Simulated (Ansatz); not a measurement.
## Rh(110) / 3 layers Pt(110) / Rh(110): resistance against film thickness

How does the resistance across the layers grow with the film in Rh(110) / 3 layers Pt(110) / Rh(110)?

Program: Ansatz 0.2.0. Level of theory: Ansatz plane-wave DFT, PBEsol, PAW files; ballistic transport by layer matching (Landauer), zero bias; PAW set soft_1, in the first sound run; inputs show where later runs differ. Results are calculated unless marked as measured.

## 1. Starting point

The cell holds 16 atoms: 13 Rh and 3 Pt. Cell: a = 2.689 Å, b = 3.803 Å, c = 21.903 Å, α = 90.0°, β = 90.0°, γ = 90.0°. It derives from Rh and Pt. Regions: lead, 13 atoms (13 Rh); films, 3 atoms (3 Pt). The structure is stacked along c, and the current runs across the ab planes.

Structure file:

```cif
data_structure
_symmetry_space_group_name_H-M 'P 1'
_symmetry_Int_Tables_number 1
_cell_length_a 2.6892
_cell_length_b 3.8031
_cell_length_c 21.9032
_cell_angle_alpha 90.000
_cell_angle_beta 90.000
_cell_angle_gamma 90.000
_cell_volume 224.01
loop_
_atom_site_label
_atom_site_type_symbol
_atom_site_fract_x
_atom_site_fract_y
_atom_site_fract_z
_atom_site_occupancy
Rh1 Rh 0.00000 0.00000 0.03069 1
Rh2 Rh 0.50000 0.50000 0.09208 1
Rh3 Rh 0.00000 0.00000 0.15347 1
Rh4 Rh 0.50000 0.50000 0.21486 1
Rh5 Rh 0.00000 0.00000 0.27625 1
Rh6 Rh 0.50000 0.50000 0.33764 1
Pt7 Pt 0.00000 0.00000 0.40199 1
Pt8 Pt 0.50000 0.50000 0.46931 1
Pt9 Pt 0.00000 0.00000 0.53662 1
Rh10 Rh 0.50000 0.50000 0.60098 1
Rh11 Rh 0.00000 0.00000 0.66236 1
Rh12 Rh 0.50000 0.50000 0.72375 1
Rh13 Rh 0.00000 0.00000 0.78514 1
Rh14 Rh 0.50000 0.50000 0.84653 1
Rh15 Rh 0.00000 0.00000 0.90792 1
Rh16 Rh 0.50000 0.50000 0.96931 1
```

## 2. With 3 layers

The film is laid into the lead at the lead's in-plane lattice, and the cell closes on the lead's own image. The mesh across the current, 28×20, is finer than the density's, because channels open and close sharply across the zone. Energies from -1 to 1 eV in steps of 0.036 eV cover the slope of the Fermi function at 300 K, so the program can form a conductance.

Contents of input.yaml:

```yaml
crystal:
  lattice:
    - [2.6891977995, 0.0, 0.0]
    - [0.0, 3.8031, 0.0]
    - [0.0, 0.0, 21.9031947015]
  atoms:
    - { symbol: Rh, position: [0.0, 0.0, 0.0306941275] }
    - { symbol: Rh, position: [0.5, 0.5, 0.0920823824] }
    - { symbol: Rh, position: [0.0, 0.0, 0.1534706373] }
    - { symbol: Rh, position: [0.5, 0.5, 0.2148588922] }
    - { symbol: Rh, position: [0.0, 0.0, 0.2762471471] }
    - { symbol: Rh, position: [0.5, 0.5, 0.337635402] }
    - { symbol: Pt, position: [0.0, 0.0, 0.4019883105] }
    - { symbol: Pt, position: [0.5, 0.5, 0.4693058725] }
    - { symbol: Pt, position: [0.0, 0.0, 0.5366234346] }
    - { symbol: Rh, position: [0.5, 0.5, 0.6009763431] }
    - { symbol: Rh, position: [0.0, 0.0, 0.662364598] }
    - { symbol: Rh, position: [0.5, 0.5, 0.7237528529] }
    - { symbol: Rh, position: [0.0, 0.0, 0.7851411078] }
    - { symbol: Rh, position: [0.5, 0.5, 0.8465293627] }
    - { symbol: Rh, position: [0.0, 0.0, 0.9079176176] }
    - { symbol: Rh, position: [0.5, 0.5, 0.9693058725] }
kpoints:
  mp_grid: { grid: [14, 10, 2] }
hamiltonian:
  xc: pbesol
  pseudopotentials: { kind: paw, azcp: { folder: soft_1 }, xc_functional: pbe }
scf:
  occupations: { method: fermi_dirac, width: 0.1 }
output:
  transmission: { leads: [[0, 1]], kmesh: [28, 20], e_range: [-1.0, 1.0], de: 0.036 }
  write_potential: true
  write_density: true
  volumetric_format: npy
  elf: true
```

Started as:

```bash
$ ansatz run input.yaml --threads 4 --pin off --max-ram 8192MiB --backend cpu --events-out ev --progress --plain --runs-dir out
```

Numbers of over 12 decimals in the logs are rounded to 6 here.

The program printed:

```text
Engine: ansatz 0.2.0, x86_64-unknown-linux-gnu
Pseudopotentials: kind: paw
Pseudopotential: Rh, paw, valence charge 17, recommended cutoff 420 eV (normal), soft_1/Rh.paw.azcp
Pseudopotential: Pt, paw, valence charge 18, recommended cutoff 420 eV (normal), soft_1/Pt.paw.azcp
Functional definition: PBEsol
  exchange = pbesol_x
  correlation = pbesol_c
Crystal: 16 atoms, lattice volume = 224.010 Å³
Basis set: ecut = 420 eV, 4409 PW (Γ)
Bands: 165, of which v1, the nominal top of the filled ones, is band 138 counted from 1 (137 counted from 0)
Symmetry: 8 space group operations
Space group: Pmmm (ITA 47), of the structure as read, at distance tolerance 6.1e-5 Å
k-points: 96 of 280
Non-local potential: Rh, projectors of the file, l = 0: 3, l = 1: 2, l = 2: 2, l = 3: 1
Non-local potential: Pt, projectors of the file, l = 0: 3, l = 1: 2, l = 2: 2, l = 3: 1
PAW form: soft (Blöchl's): semilocal exchange-correlation on the pseudo side does not see the compensation charge
PAW frozen core: Rh, regenerated for the run's functional, and the local potential with it (the file was generated under x = pbe(κ = 0.804, μ = 0.219515), c = pbe(β = 0.066725))
PAW frozen core: Pt, regenerated for the run's functional, and the local potential with it (the file was generated under x = pbe(κ = 0.804, μ = 0.219515), c = pbe(β = 0.066725))
PAW one-centre angular grid: Rh, 590 points (default); XC on 64 Gauss nodes
PAW one-centre angular grid: Pt, 590 points (default); XC on 64 Gauss nodes
Initial density: superposition of atomic densities (chi_scale 0.1, normalization cell)
Initial wavefunctions: pseudopotential atomic-orbital guess
Functional: x = pbesol(κ = 0.804, μ = 0.123457), c = pbesol(β = 0.046)
SCF iter   1: F=—  HF=-119571.682493 eV  |F-HF|=—  |Δ(HF+E_count)|=         —  Δρ=1.26e-1  dr2=2.77e2  ethr=3.10e-3  ⟨swp⟩=4.7  Hψ=46495  notcnv=0  defer=210
preconditioner: auto → Kerker (q_TF=auto, 2.823 Å⁻¹)  [metal: Δε(μ)=0.003 eV  Ē_g=6.888 eV  σ=0.100 eV  W_gap=0.01  n_scr=70 (ndim 8)  ℏωp=30.1 eV  f_vac=0.000  D(μ)=20.33/eV (n_scr^D=246)]
SCF iter   2: F=—  HF=-119563.447344 eV  |F-HF|=—  |Δ(HF+E_count)|=    8.24e0  Δρ=6.36e-2  dr2=1.16e2  ethr=3.10e-3  ⟨swp⟩=2.0  Hψ=27131  notcnv=0  defer=600
SCF iter   3: F=—  HF=-119560.891729 eV  |F-HF|=—  |Δ(HF+E_count)|=    2.56e0  Δρ=1.05e-2  dr2=2.79e0  ethr=3.10e-3  ⟨swp⟩=2.2  Hψ=24509  notcnv=0  defer=600
SCF iter   4: F=—  HF=-119560.797290 eV  |F-HF|=—  |Δ(HF+E_count)|=   9.44e-2  Δρ=3.61e-3  dr2=1.67e0  ethr=1.01e-3  ⟨swp⟩=2.0  Hψ=18696  notcnv=0  defer=608
SCF iter   5: F=—  HF=-119560.779650 eV  |F-HF|=—  |Δ(HF+E_count)|=   1.76e-2  Δρ=1.66e-3  dr2=6.20e-2  ethr=6.08e-4  ⟨swp⟩=1.0  Hψ=15192  notcnv=0  defer=608
SCF iter   6: F=—  HF=-119560.778343 eV  |F-HF|=—  |Δ(HF+E_count)|=   1.31e-3  Δρ=3.35e-4  dr2=1.06e-3  ethr=2.25e-5  ⟨swp⟩=1.0  Hψ=15230  notcnv=0  defer=609
SCF iter   7: F=—  HF=-119560.778329 eV  |F-HF|=—  |Δ(HF+E_count)|=   1.37e-5  Δρ=1.17e-4  dr2=4.19e-5  ethr=3.87e-7  ⟨swp⟩=1.9  Hψ=16500  notcnv=0  defer=609
SCF iter   8: F=—  HF=-119560.777786 eV  |F-HF|=—  |Δ(HF+E_count)|=   5.43e-4  Δρ=2.86e-5  dr2=1.21e-5  ethr=1.52e-8  ⟨swp⟩=2.0  Hψ=19470  notcnv=0  defer=614
SCF iter   9: F=—  HF=-119560.777786 eV  |F-HF|=—  |Δ(HF+E_count)|=   1.54e-7  Δρ=7.39e-6  dr2=1.20e-7  ethr=4.41e-9  ⟨swp⟩=1.0  Hψ=15193  notcnv=0  defer=614
SCF iter  10: F=-119560.777786 eV  HF=-119560.777786 eV  |F-HF|=4.10e-8  |Δ(HF+E_count)|=   2.24e-8  Δρ=2.04e-6  dr2=4.38e-8  ethr=3.64e-11  ⟨swp⟩=8.5  Hψ=40599  notcnv=0
SCF 1 converged in 10 iterations: F = -119560.777786 eV  dr2 = 4.38e-8
  greatest PAW one-centre occupation: 1.000 electrons in one spin orbital (limit 2), on the Pt atom at site 8 (counted from 0), in its partial waves of l = 0
transmission: 710 of 7095 steps passed
transmission: 1419 of 7095 steps passed
[...]
transmission: 7095 of 7095 steps passed
SCF converged after 10 iterations
Free energy (F): -119560.777786 eV
Harris-Foulkes:  -119560.777786 eV  (|F-HF|=4.10e-8)
Internal energy: -119560.043979 eV  (E = F + TS)
E sigma→0 (E₀):  -119560.410882 eV
Entropy (-TS):   -0.733807 eV (-45.863 meV/atom)
Fermi energy:    22.468234 eV
--- Per-component energies (eV) ---
  E_band       = -1529.675279
  E_kinetic    = 8771.937082
  E_local      = -23491.224162  (includes V_loc(G=0)·N_el)
  E_nonlocal   = 4523.128488
  E_hartree    = 8744.442507
  E_xc         = -3302.003371
  E_vxc        = -4098.399557  (∫ρ·V_xc dr)
  E_paw        = -74059.282261  (= ΣΔE_a)
  E_vpaw       = -4724.000348  (= ΣTr[D̂ρ^β])
  E_aug_tail   = 0.004704  (compensation charges beyond the density's cutoff)
  E_ewald      = -40751.498668
  E_core_change = 4.451700  (= ΣΔE_core)
  E_smearing   = -0.733807  (= −TS)
  E_closure    = 0.000000  (closes the sum)
  Σ components = -119560.777786   (vs F -119560.777786, Δ=0.00e0)
--- Band table (eV; the first three rows and the last of 96) ---
  k-point 0: bands = [... 134 lower, 21.8196, 21.8368, 21.9343, 21.9983, 22.0164, 22.0613, 22.4563, 22.6315, ... 23 higher]
  k-point 1: bands = [... 134 lower, 21.6440, 21.6689, 22.0635, 22.2276, 22.3066, 22.3279, 22.3422, 22.4503, ... 23 higher]
  k-point 2: bands = [... 134 lower, 21.7329, 21.7528, 21.7781, 21.7890, 22.2208, 22.2604, 22.3322, 22.4483, ... 23 higher]
  k-point 95: bands = [... 134 lower, 22.9000, 22.9134, 22.9795, 22.9994, 23.0316, 23.0353, 23.1296, 23.1874, ... 23 higher]
--- Transmission ---
  basis      : 89 plane waves across, 43 finite elements along
  points     : 165, standing for a mesh of 28 x 20
  filling    : by the input's occupations and mesh, since the crystals that have channels conduct as metals do. If one of these is a semiconductor, that mesh has misplaced its level
  energies   : 56 from -1.000000 to 0.980000 eV about the Fermi level, 0.036000 eV apart; the leads are filled to 0.000000 eV, and channels, transmission and decay are at 0.008000 eV
  crystal 0  : Rh2, at the sites [0, 1], period 2.6892 Å, over 17.48 Å; its Hamiltonian steps by up to 5.6 meV
    offset         : up to 0.0000 Å between an atom of the period and one for which it stands
    filled         : 9.6 meV under the level at which it is neutral
    channels       : 3.042857e0 a spin
    conductance    : 2.2942e15 S/m² at 300 K; may be off by some 0.0 % by where its bands' edges are placed, 3.5 % from the k-mesh, 0.3 % from the distance to neutral
    slowest decay  : 0.0255 /Å at (0.4286, 0.4500)
  junction   : crystal 0 to crystal 0, 0.00 to 19.21 Å
    transmission   : 2.048726e0 a spin
    conductance    : 1.5589e15 S/m² at 300 K (1.5572e15 on every other point, 1.5545e15 on every other energy)
    error estimate : 0.3 % from the energy spacing and 0.0 % from band edges of the leads and from resonances (wavevectors taken as independent; lower de), 2.9 % from the k-mesh, 1.7 % from the steps of its leads' Hamiltonians or their offsets (lay more layers), 0.1 % from the distance to neutral
    resistance     : 2.0565e-4 Ω µm² beyond half of each lead's own
```

Run time: 11 min. Hardware: 4 threads of Intel Xeon Platinum 8375C at 2.90GHz (Ice Lake), shared host; peak memory 2.6 GiB; 38 min of CPU time.

In the SCF lines HF is the Harris–Foulkes energy and dr2 the Hartree energy of the density residual, in eV; the loop may stop once dr2 is under the threshold and the program's other checks hold. Hψ counts applications of the Hamiltonian.

This step gave:

- free energy: -119560.7778 eV
- energy at zero smearing: -119560.4109 eV
- Fermi energy: 22.47 eV
- cell area: 10.23 Å²
- step of the lead's potential: 5.6 meV
- ballistic conductance of the lead: 2.29e15 S/m²
- estimated errors of the lead's conductance: 0, 3.5, 0.3 % (band edges, k-mesh, distance from neutral)
- lead conductance per cell: 3.028 G₀
- conductance of the junction: 1.56e15 S/m²
- junction conductance per cell: 2.058 G₀
- estimated errors of the junction's conductance: 0.3, 0, 2.9, 1.7, 0.1 % (energy step, band edges, k-mesh, leads' steps, distance from neutral)
- area resistance that the stack adds (contact term taken off, spin by spin): 0.2056 fΩ m²

Per spin. Transmission, zone mean against energy, zero at the Fermi level:

```csv
energy (eV),"transmission, zone mean"
-1.000,1.98
-0.964,2.02
-0.892,2.05
-0.856,2.05
-0.784,2.07
-0.748,2.05
-0.676,2.04
-0.640,2.06
-0.568,2.09
-0.532,2.08
-0.460,2.08
-0.424,2.07
-0.352,2.05
-0.316,2.07
-0.244,2.08
-0.208,2.05
-0.136,2.06
-0.100,2.06
-0.028,2.05
0.008,2.05
0.080,2.08
0.116,2.06
0.188,2.05
0.224,2.02
0.296,1.95
0.332,1.88
0.404,1.77
0.440,1.71
0.512,1.55
0.548,1.47
0.620,1.32
0.656,1.26
0.728,1.15
0.764,1.11
0.836,1.04
0.872,1.01
0.944,0.966
0.980,0.957
```

Per spin. The open channels, zone mean, lead by energy, zero at the Fermi level:

energy (eV), open channels, zone mean, lead and a bar from the least value:
```
   -1.000       3.00 ########################
   -0.964       2.96 ########################
   -0.892       2.91 #######################
   -0.856       2.91 #######################
   -0.784       2.90 #######################
   -0.748       2.90 #######################
   -0.676       2.84 ######################
   -0.640       2.82 ######################
   -0.568       2.88 #######################
   -0.532       2.90 #######################
   -0.460       2.88 #######################
   -0.424       2.85 ######################
   -0.352       2.91 #######################
   -0.316       2.90 #######################
   -0.244       2.88 #######################
   -0.208       2.89 #######################
   -0.136       2.91 #######################
   -0.100       2.97 ########################
   -0.028       3.00 ########################
    0.008       3.04 #########################
    0.080       3.08 ##########################
    0.116       3.14 ##########################
    0.188       3.23 ############################
    0.224       3.25 ############################
    0.296       3.25 ############################
    0.332       3.31 #############################
    0.404       3.41 ##############################
    0.440       3.33 #############################
    0.512       3.11 ##########################
    0.548       2.92 #######################
    0.620       2.47 #################
    0.656       2.29 ###############
    0.728       1.91 ##########
    0.764       1.79 ########
    0.836       1.62 ######
    0.872       1.46 ####
    0.944       1.48 ####
    0.980       1.19
```

Transmission over k1 and k2. At 0.0080 eV from the Fermi level.

Ten even steps from '_' (0.00) to '@' (4.47):
```
::::__==++++++--==++++--==++**++==--++++==--++++++==__::
______::++--++++++++++++--==++==--++++++++++++--++::____
________==++++++++++++++**==++==**++++++++++++++==______
____....::==++++++++++++++::++::++++++++++++++==::....__
....::::::::==========--++++**++++--==========::::::::..
====--::==--============++**##**++============--==::--==
++++++**::--==========++++**##**++++==========--::**++++
%%%%****::::============**######**============::::****%%
@@@@@@%%==::============**######**============::==%%@@@@
@@@@@@@@++++::========++**######**++========::++++@@@@@@
@@@@@@%%==::============**######**============::==%%@@@@
%%%%****::::============**######**============::::****%%
++++++**::--==========++++**##**++++==========--::**++++
====--::==--============++**##**++============--==::--==
....::::::::==========--++++**++++--==========::::::::..
____....::==++++++++++++++::++::++++++++++++++==::....__
________==++++++++++++++**==++==**++++++++++++++==______
______::++--++++++++++++--==++==--++++++++++++--++::____
::::__==++++++--==++++--==++**++==--++++==--++++++==__::
==..__++++++++++++....==++**##**++==....++++++++++++__..
```
Columns: k1 (b1) from -0.5 to 0.464; rows upwards: k2 (b2) from -0.5 to 0.45.

Open channels over k1 and k2. At 0.0080 eV from the Fermi level.

Ten even steps from '_' (0.00) to '@' (6.00):
```
--..__********++******++****@@****++******++********__..
______--**++************++++**++++************++**--____
________******************++++++******************______
____......****************--++--****************......__
--......++--------------**********--------------++......
****++++++------------**************------------++++++**
********..------------**++******++**------------..******
@@@@@@**--..----------++**********++----------..--**@@@@
@@@@@@@@**..--------++++**********++++--------..**@@@@@@
@@@@@@@@**++**------++++**********++++------**++**@@@@@@
@@@@@@@@**..--------++++**********++++--------..**@@@@@@
@@@@@@**--..----------++**********++----------..--**@@@@
********..------------**++******++**------------..******
****++++++------------**************------------++++++**
--......++--------------**********--------------++......
____......****************--++--****************......__
________******************++++++******************______
______--**++************++++**++++************++**--____
--..__********++******++****@@****++******++********__..
----__************--******@@@@@@******--************__--
```
Columns: k1 (b1) from -0.5 to 0.464; rows upwards: k2 (b2) from -0.5 to 0.45.

ELF in the ca plane at fractional y = 0.000, with atoms of Rh and Pt within 0.2 Å of it. It is the smooth field of the valence electrons, not physical close to the nuclei.

Values, 5 rows by 16 columns, each cell a mean:
```
0.63 0.44 0.34 0.67 0.32 0.46 0.62 0.26 0.53 0.50 0.24 0.54 0.49 0.27 0.66 0.40
0.32 0.25 0.22 0.35 0.22 0.26 0.32 0.20 0.34 0.31 0.18 0.34 0.31 0.20 0.34 0.24
0.24 0.22 0.20 0.25 0.20 0.22 0.24 0.18 0.27 0.25 0.15 0.27 0.25 0.18 0.25 0.21
0.44 0.32 0.26 0.48 0.25 0.33 0.43 0.22 0.42 0.39 0.20 0.42 0.38 0.22 0.46 0.29
0.68 0.47 0.36 0.71 0.34 0.50 0.66 0.27 0.55 0.52 0.25 0.56 0.51 0.29 0.70 0.43
```
Columns run along c (16.0 Å, from fractional 0.00 to 0.74 of the cell), rows up along a (2.7 Å). Atoms in or near the plane, at fractional coordinates: Rh at (0.03, 0.00), Rh at (0.15, 0.00), Rh at (0.28, 0.00), Pt at (0.40, 0.00), Pt at (0.54, 0.00), Rh at (0.66, 0.00).

Valence density in the ca plane at fractional y = 0.000, with atoms of Rh and Pt within 0.2 Å of it. It is the smooth field of the valence electrons, not physical close to the nuclei.

Ten even steps from '0' (0 e/Å³) to '9' (13 e/Å³), each cell a mean:
```
37740001586100037730001575200014762000268510
13310000232000013310000232000002321000023200
00000000000000000000000000000000000000000000
00000000000000000000000000000000000000000000
00000000000000000000000000000000000000000000
01100000121000001100000121000001210000011100
25530001464100025520001454100013542000146310
38951002697200049940002686200015873000279610
```
Columns run along c (16.0 Å, from fractional 0.00 to 0.74 of the cell), rows up along a (2.7 Å). Atoms in or near the plane, at fractional coordinates: Rh at (0.03, 0.00), Rh at (0.15, 0.00), Rh at (0.28, 0.00), Pt at (0.40, 0.00), Pt at (0.54, 0.00), Rh at (0.66, 0.00).

Electrostatic potential energy in the ca plane at fractional y = 0.000, with atoms of Rh and Pt within 0.2 Å of it. With pseudopotentials it is smooth inside the atoms' cores, unlike the true potential.

Ten even steps from '0' (-56 eV) to '9' (26 eV), each cell a mean:
```
30026985101589730037995101489962013898410159
63358997434799853358997423699974236999733479
87789999877999987789999777999998778999977899
99999999999999999999999999999999999999999999
98899999988999998899999888999999889999988999
75569998645899975579998545799986457999854689
41137996212599741148996212589962114898521269
20016984000489620027984100389951003798300159
```
Columns run along c (16.0 Å, from fractional 0.00 to 0.74 of the cell; values clipped at the 3rd and 97th percentile), rows up along a (2.7 Å). Atoms in or near the plane, at fractional coordinates: Rh at (0.03, 0.00), Rh at (0.15, 0.00), Rh at (0.28, 0.00), Pt at (0.40, 0.00), Pt at (0.54, 0.00), Rh at (0.66, 0.00).

The lead's potential steps by 5.6 meV from period to period, small in itself. The program estimates the junction's conductance to 2.9 % from the k-mesh, 0.1 % from the leads' distance from neutral and 1.7 % from their steps.

By hand: 1/G − 1/G_lead = 1/1.559 − 1/2.294 = 0.206 fΩ m² with G in 10¹⁵ S/m².

[end of part 1 of 3]

[Logs are printed without paths, hosts, clocks, repeated set-up lines and the standing remarks that a program may print on its own settings, such as how far it seeks lower states.]

[Hosts, paths, dates, database ids (printed as entryN), source tags and the programs' standing remarks are cut or masked in the printed files.]
